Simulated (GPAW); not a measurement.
# CdSe (Cadmoselite) (P6_3mc) in GPAW: settings compared, part 3 of 3

GPAW 26.7.0.

### 6 Band structure, PBEint, spin-orbit coupling, no magnetisation

The input, run.py:

```python
import numpy as np
from ase.dft.bandgap import bandgap
from ase.io import read, write
from ase.units import GPa
from gpaw import GPAW, PW, setup_paths
from gpaw.spinorbit import soc_eigenstates

setup_paths.insert(0, '.')

atoms = read('POSCAR')

calc = GPAW(mode=PW(600),
            xc='GGA_X_PBEINT+GGA_C_PBEINT',
            kpts={'size': (5, 5, 3), 'gamma': True},
            occupations={'name': 'fermi-dirac', 'width': 0.05},
            nbands=31,
            convergence={'density': 1e-05, 'energy': 1e-05},
            maxiter=150,
            txt='gpaw.txt')
atoms.calc = calc
energy = atoms.get_potential_energy()
forces = atoms.get_forces()
stress = atoms.get_stress()
calc.write('gs.gpw')
write('result.traj', atoms)
print(f'Energy: {energy:.6f} eV')
print('Forces (eV/A):')
print(forces.round(4))
print('Stress (GPa):', (stress / GPa).round(3))
print('Fermi level:', round(calc.get_fermi_level(), 4), 'eV')
print(f'Gap: {bandgap(calc)[0]:.4f} eV, direct: {bandgap(calc, direct=True)[0]:.4f} eV')

path = atoms.cell.bandpath('GMKGALHA,LM,KH', npoints=60, eps=1e-4)
bs_calc = calc.fixed_density(kpts=path, symmetry='off', nbands=52,
                             convergence={'bands': 'CBM+6.0', 'eigenstates': 1e-6}, txt='bands.txt')
bs = bs_calc.band_structure()
bs.write('bs.json')
print(f'Gap on the path: {bandgap(bs_calc)[0]:.4f} eV')

soc = soc_eigenstates(bs_calc, theta=90, phi=45)
np.savetxt('soc_bands.dat', soc.eigenvalues(), fmt='%.4f')
mesh = soc_eigenstates('gs.gpw', theta=90, phi=45)
np.savetxt('soc_mesh.dat', mesh.eigenvalues(), fmt='%.4f')
print('Fermi level with spin-orbit coupling:', round(mesh.fermi_level, 4), 'eV')
```

The input, POSCAR:

```
CdSe
1.0
    4.3000000000      0.0000000000      0.0000000000
   -2.1500000000      3.7239092363      0.0000000000
    0.0000000000      0.0000000000      7.0200000000
Cd Se
2 2
Direct
    0.6666666667      0.3333333333      0.5000000000
    0.3333333333      0.6666666667      0.0000000000
    0.6666666667      0.3333333333      0.8850000000
    0.3333333333      0.6666666667      0.3850000000
```

Potentials or basis: PAW data sets generated in the run's folder for this functional, pw.

Launch:

```bash
$ gpaw-setup -f GGA_X_PBEINT+GGA_C_PBEINT Cd Se
$ OMP_NUM_THREADS=1 python run.py
```

gpaw.txt:

```text
__  _  _
 | _ |_)|_||  |
 |__||  | ||/\| - 26.7.0

Input parameters:
  mode=PW(ecut=600.0),
  convergence={'density': 1e-05, 'energy': 1e-05},
  kpts=MonkhorstPack(size=(5, 5, 3), gamma=True),
  maxiter=150,
  nbands=31,
  occupations=Occupations(name='fermi-dirac', width=0.05),
  xc=XC(name='GGA_X_PBEINT+GGA_C_PBEINT')

Diagonalizing LCAO Hamiltonian
Converting LCAO to pw mode

            Se

        Se  Cd

        Cd

Atoms  # Å, Bohr magnetons
|   | symbol |         x |        y |        z |    initial magnetic moments |
|---|--------|-----------|----------|----------|-----------------------------|
| 0 |     Cd |  2.150000 | 1.241303 | 3.510000 | ( 0.0000,  0.0000,  0.0000) |
| 1 |     Cd | -0.000000 | 2.482606 | 0.000000 | ( 0.0000,  0.0000,  0.0000) |
| 2 |     Se |  2.150000 | 1.241303 | 6.212700 | ( 0.0000,  0.0000,  0.0000) |
| 3 |     Se | -0.000000 | 2.482606 | 2.702700 | ( 0.0000,  0.0000,  0.0000) |

Unit cell  # Å
| periodic |         x |        y |        z |  lengths |     angles |
|----------|-----------|----------|----------|----------|------------|
|      yes |  4.300000 | 0.000000 | 0.000000 | 4.300000 |  90.000000 |
|      yes | -2.150000 | 3.723909 | 0.000000 | 4.300000 |  90.000000 |
|      yes |  0.000000 | 0.000000 | 7.020000 | 7.020000 | 120.000000 |

Number of symmetries: 6
Symmetry operations  # r_c * U_cc + t_c -> r_c
|   | kind |            matrix            |
|---|------|------------------------------|
| 0 |  σ   |  1, 1, 0,  0,-1, 0,  0, 0, 1 |
| 1 |  E   |  1, 0, 0,  0, 1, 0,  0, 0, 1 |
| 2 |  C3  |  0, 1, 0, -1,-1, 0,  0, 0, 1 |
| 3 |  σ   |  0,-1, 0, -1, 0, 0,  0, 0, 1 |
| 4 |  σ   | -1, 0, 0,  1, 1, 0,  0, 0, 1 |
| 5 |  C3  | -1,-1, 0,  1, 0, 0,  0, 0, 1 |

BZ-sampling:
  Number of BZ points: 75
  Number of IBZ points: 12

  Monkhorst-Pack size: [5, 5, 3]
  Monkhorst-Pack shift: [0, 0, 0]

K-points  # in reciprocal-cell coordinates
|     |                                coordinates |     weight |
|-----|--------------------------------------------|------------|
|   0 | (  0.00000000,   0.00000000,   0.00000000) | 0.01333333 |
|   1 | (  0.00000000,   0.00000000,   0.33333333) | 0.02666667 |
|   2 | (  0.20000000,   0.00000000,  -0.33333333) | 0.08000000 |
|   3 | (  0.20000000,   0.00000000,   0.00000000) | 0.08000000 |
|   4 | (  0.20000000,   0.00000000,   0.33333333) | 0.08000000 |
|   5 | (  0.40000000,  -0.20000000,   0.00000000) | 0.08000000 |
|   6 | (  0.40000000,  -0.20000000,   0.33333333) | 0.16000000 |
|   7 | (  0.40000000,   0.00000000,  -0.33333333) | 0.08000000 |
|   8 | (  0.40000000,   0.00000000,   0.00000000) | 0.08000000 |
|   9 | (  0.40000000,   0.00000000,   0.33333333) | 0.08000000 |
| ... |                                            |            |
|  11 | (  0.40000000,   0.40000000,   0.33333333) | 0.16000000 |

Plane wave coefficients: 3791
Cutoff: 600.0 eV

Spin-components: 1 (collinear spins)
Bands:           31
Projectors:      22
Spin-degeneracy: 2
Datatype:        complex128

Parallelization:
  kpt:    1
  domain: 1
  band:   1

Density:
  Valence electrons: 36.0
  Components: 1
  Grid points: [25 25 40]
  Charge: 0.0  # |e|

Potential:
  Grid points: [25 25 40]

species:
  Cd:
    name:    Cadmium
    Z:       48.0
    valence: 12
    core:    36
    charge:  0.0  # [|e|]
    compensation charges:
      type: gauss
      rc: 0.38  # [Å]
      lmax: 2
    cutoffs:
      filter: 2.12  # [Å]
      core: 2.62  # [Å]
    projectors
    | kind |    occ | energy [eV] | rcut [Å] |
    |------|--------|-------------|----------|
    |   5s |  2.000 |      -5.596 |    1.191 |
    |   5p |  0.000 |      -1.108 |    1.228 |
    |   4d | 10.000 |     -11.687 |    1.164 |
    |    s |        |      21.615 |    1.191 |
    |    p |        |      26.104 |    1.228 |
    |    d |        |      15.524 |    1.164 |

    Using partial waves for Cd as LCAO basis

  Se:
    name:    Selenium
    Z:       34.0
    valence: 6
    core:    28
    charge:  0.0  # [|e|]
    compensation charges:
      type: gauss
      rc: 0.27  # [Å]
      lmax: 2
    cutoffs:
      filter: 1.77  # [Å]
      core: 2.67  # [Å]
    projectors
    | kind |    occ | energy [eV] | rcut [Å] |
    |------|--------|-------------|----------|
    |   4s |  2.000 |     -17.218 |    0.847 |
    |   4p |  4.000 |      -6.468 |    1.005 |
    |    s |        |       9.993 |    0.847 |
    |    p |        |      20.744 |    1.005 |
    |    d |        |       0.000 |    0.847 |

    Using partial waves for Se as LCAO basis

Reference energy: -436329.512842  # eV

eigensolver:
  PPCG
  Converge bands: occupied
  niter=2

density mixing:
  MSR1-Mixer
  Pratt-step length: 0.05
  Maximum mixing coefficient: 0.75
  Old densities: 10
  SVD Regularization: 0.005
  Good broyden scale: 1.0
  Trust region scale: 1.0
  Backstep threshold: 4.0
  History deletion threshold: 6.0
  Fourier metric: weight=20.0, sigma=0.015

occupation numbers:
  Fermi-Dirac:
    width: 0.0500  # eV

poisson solver:
  ecut: 4800.0  # eV

xc functional:
  name: GGA_X_PBEINT+GGA_C_PBEINT with 2 nearest neighbor stencil

convergence criteria:
- Maximum integral of absolute [dens]ity change: 1e-05 electrons / valence electron
- Maximum [total energy] change in last 3 cyles: 1e-05 eV / valence electron
- Maximum integral of absolute [eigenst]ate change: 4e-08 eV^2 / valence electron
maximum number of iterations: 150

SCF iterations
|iter     | |      energy | eigst |  dens |
|---------|-|-------------|-------|-------|
|iter:   1| |  -12.741855 | -0.57 |       |
|iter:   2| |  -12.595449 | -2.49 | -1.19 |
|iter:   3| |  -12.060561 | -1.52 | -1.23 |
|iter:   4| |  -12.056084 | -3.31 | -1.79 |
|iter:   5| |  -12.055048 | -3.77 | -2.26 |
|iter:   6| |  -12.055098 | -5.19 | -2.98 |
|iter:   7| |  -12.055107c| -6.26 | -3.53 |
|iter:   8| |  -12.055106c| -7.04 | -4.08 |
|iter:   9| |  -12.055106c| -7.72c| -4.78 |
|iter:  10| |  -12.055106c| -7.97c| -5.22c|

Converged in 10 steps
Energy contributions relative to reference atoms: (reference = -436329.512842)

Energy contributions:
  Kinetic:          36.691016
  Coulomb:         -33.187426
  Zero:              0.120707
  External:          0.000000
  Xc:              -15.679381
  Entropy:          -0.000044
  Spinorbit:         0.000000
  ----------------------------
  Free energy:     -12.055128
  Extrapolated:    -12.055106

dipole moment: (0.000005, 0.000010, -18.350614)  # |e|*Ang

Fermi level: 3.949
Eigenvalues  # (at kpt = [0.000, 0.000, 0.000])
| band index |      eig [eV] | occ [0-2] |
|------------|---------------|-----------|
|          0 |        -9.007 |     2.000 |
|        ... |               |           |
|         10 |        -3.855 |     2.000 |
|         11 |        -3.571 |     2.000 |
|         12 |        -0.691 |     2.000 |
|         13 |         2.857 |     2.000 |
|         14 |         2.857 |     2.000 |
|         15 |         3.576 |     1.999 |
[... 8 lines left out ...]
|         24 |        10.522 |     0.000 |
|         25 |        11.263 |     0.000 |
|        ... |               |           |
|         30 |        14.611 |     0.000 |

Gap: 0.669 eV
Transition (v -> c):
  (s=0, k=0, n=17, [0.00, 0.00, 0.00]) -> (s=0, k=0, n=18, [0.00, 0.00, 0.00])
No difference between direct/indirect transitions

Forces  # eV/Ang
|       x |       y |        z |
|---------|---------|----------|
| 0.00000 | 0.00000 |  0.27186 |  # Cd   0
| 0.00000 | 0.00000 |  0.27214 |  # Cd   1
| 0.00000 | 0.00000 | -0.27212 |  # Se   2
| 0.00000 | 0.00000 | -0.27199 |  # Se   3

Stress tensor  # eV/Ang^3
|         x |         y |         z |
|-----------|-----------|-----------|
| -0.010056 |  0.000000 | -0.000000 |
|  0.000000 | -0.010056 |  0.000000 |
| -0.000000 |  0.000000 |  0.002133 |

# Writing to gs.gpw (mode='')
```

Run time: 3.8 min. Hardware: 1 thread of Arm Neoverse N1, shared host; peak memory 0.51 GiB.

What came out:

| Item | Value |
| --- | --- |
| Free energy | -12.0551 eV |
| Pressure | 1.0 GPa |
| Largest force | 0.272 eV/Å |
| Band gap on the k mesh | 0.55 eV, direct |
| Band gap along the path | 0.55 eV, direct |

Forces on the atoms (eV/Å):
```
Cd   0.000  0.000  0.272
Cd   0.000  0.000  0.272
Se   0.000  0.000 -0.272
Se   0.000  0.000 -0.272
```

Stress tensor (GPa, compression positive):
```
 1.61  0.00  0.00
 0.00  1.61  0.00
 0.00  0.00 -0.34
```

Levels at the corners of the path, in eV from the valence-band top:
| point | band 32 | band 33 | band 34 | band 35 | band 36 | band 37 | band 38 | band 39 | band 40 | band 41 |
| --- | --- | --- | --- | --- | --- | --- | --- | --- | --- | --- |
| Γ | -0.38 | 0.00 | 0.00 | 0.00 | 0.00 | 0.55 | 0.55 | 1.95 | 1.95 | 5.46 |
| M | -2.01 | -1.41 | -1.41 | -0.95 | -0.95 | 3.05 | 3.05 | 3.16 | 3.16 | 4.64 |
| K | -2.03 | -1.98 | -1.94 | -1.83 | -1.83 | 4.22 | 4.22 | 4.49 | 4.68 | 4.72 |
| Γ | -0.38 | 0.00 | 0.00 | 0.00 | 0.00 | 0.55 | 0.55 | 1.95 | 1.95 | 5.46 |
| A | -0.63 | -0.38 | -0.38 | -0.38 | -0.38 | 2.18 | 2.18 | 2.18 | 2.18 | 5.62 |
| L | -1.58 | -1.39 | -1.39 | -1.39 | -1.39 | 2.82 | 2.82 | 2.82 | 2.82 | 4.61 |
| H | -2.61 | -1.23 | -1.23 | -1.17 | -1.17 | 3.59 | 3.59 | 3.66 | 3.66 | 5.69 |
| A | -0.63 | -0.38 | -0.38 | -0.38 | -0.38 | 2.18 | 2.18 | 2.18 | 2.18 | 5.62 |
| L | -1.58 | -1.39 | -1.39 | -1.39 | -1.39 | 2.82 | 2.82 | 2.82 | 2.82 | 4.61 |
| M | -2.01 | -1.41 | -1.41 | -0.95 | -0.95 | 3.05 | 3.05 | 3.16 | 3.16 | 4.64 |
| K | -2.03 | -1.98 | -1.94 | -1.83 | -1.83 | 4.22 | 4.22 | 4.49 | 4.68 | 4.72 |
| H | -2.61 | -1.23 | -1.23 | -1.17 | -1.17 | 3.59 | 3.59 | 3.66 | 3.66 | 5.69 |

Caveat: spin-orbit coupling was added after a scalar SCF, so levels and gaps hold it while energy, forces, pressure and moments don't; this program's spin-orbit splittings come out too wide for heavy elements.

### 7 Overview

| task | level | potentials or basis | spin | cell | k mesh | cutoff (eV) | convergence | supercell | supercell k mesh | displacement | relaxed first | gap on the mesh (eV) | pressure (GPa) | largest force (eV/Å) |
| --- | --- | --- | --- | --- | --- | --- | --- | --- | --- | --- | --- | --- | --- | --- |
| phonons | PBEsol+D4 | PAW data sets generated in the run's folder for this functional, pw | off | atoms relaxed | 7 × 7 × 4 | 510 | density=1e-06 eigenstates=1e-09 | 1 × 1 × 1 | 7 × 7 × 4 | 0.03 | ions | 0.54 | -1.4 | - |
| phonons | PW91+D4 | PAW data sets generated in the run's folder for this functional, pw | off | relaxed | 7 × 7 × 4 | 510 | density=1e-06 eigenstates=1e-09 | 1 × 1 × 1 | 7 × 7 × 4 | 0.01 | cell | 0.58 | 0.0 | - |
| band structure | revPBE | the program's PAW data sets (release 1.2.1) made for this functional, pw | SOC, no magnetisation | as given | 5 × 5 × 3 | 600 | - | - | - | - | - | 0.70 | 4.3 | 0.29 |
| band structure | PBEint | PAW data sets generated in the run's folder for this functional, pw | SOC, no magnetisation | as given | 5 × 5 × 3 | 600 | - | - | - | - | - | 0.55 | 1.0 | 0.27 |

Alike in all rows: smearing fermi-dirac 0.05 eV.

Caveats: the cutoff is short for stress and forces, so pressures can be off by a GPa or more (some runs); the LO-TO splitting is left out (some runs); spin-orbit coupling was added after a scalar SCF, so levels and gaps hold it while energy, forces, pressure and moments don't (some runs); this program's spin-orbit splittings come out too wide for heavy elements (some runs).

Absolute energies hang on the potentials; compare differences alone.

### 8 Comparison with measurements

Step 2. Against the measured gap of CdSe, 1.841 eV (2 K; a printed reference work, data compilation), the calculated 0.54 eV is off by -1.31 eV. So large a miss can be the level of theory's own, or it may mean another phase, state or a wrong row. Spin-orbit coupling on Cd, Se is left out. The value is that of PBEsol+D4, without temperature or zero-point motion. Semilocal functionals fall short of measured gaps as a rule.

Step 3. Measured gap of CdSe: 1.841 eV (2 K; a printed reference work, data compilation). This calculation gives 0.58 eV (-1.26 eV). So large a miss can be the level of theory's own, or it may mean another phase, state or a wrong row. Spin-orbit coupling on Cd, Se is left out. The value is that of PW91+D4, without temperature or zero-point motion. Semilocal functionals fall short of measured gaps as a rule.

Step 5. Against the measured gap of CdSe, 1.841 eV (2 K; a printed reference work, data compilation), the calculated 0.70 eV is off by -1.14 eV. So large a miss can be the level of theory's own, or it may mean another phase, state or a wrong row. The value is that of revPBE, without temperature or zero-point motion. Semilocal functionals fall short of measured gaps as a rule.

Step 6. Measured gap of CdSe: 1.841 eV (2 K; a printed reference work, data compilation). This calculation gives 0.55 eV (-1.30 eV). So large a miss can be the level of theory's own, or it may mean another phase, state or a wrong row. The value is that of PBEint, without temperature or zero-point motion.
